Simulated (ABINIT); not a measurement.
Runs of ABINIT 10.8.3 (patched build) on MgO. Symmetry: Fm-3m, No. 225, cubic system. The conventional cell has a = 4.194 Å, b = 4.194 Å, c = 4.194 Å, α = 90.00°, β = 90.00°, γ = 90.00°. Around Mg (site symmetry m-3m) lie 6 O at 2.10 Å. Around O (site symmetry m-3m) lie 6 Mg at 2.10 Å. The cell is a database's computed one.

```tsv
task	level	dispersion computed by	V0 of scaled cells (Å³/atom)	B0 (GPa)
equation of state	WC	-	(b)	158
equation of state	BP86+D2	-	9.16	(a)
equation of state	AM05	-	9.43	154
equation of state	RPBE+D3	simple-dftd3 1.7.0	9.57	(c)
```

Alike in all rows: potentials or basis JTH PAW PBE v2.0; no spin polarisation; cell as given; k mesh 11 × 11 × 11; cutoff (eV) 626; smearing fermi-dirac 0.05 eV.

**Question.** Fill in the values left out.

**Answer.** (a) 188; (b) 9.39; (c) 142.

Caveats: pressures at fixed basis lie under the slope of the energies; the PAW data sets were made with another functional, which shifts forces and pressure a little.

Runs at the PBE level aren't shown here.
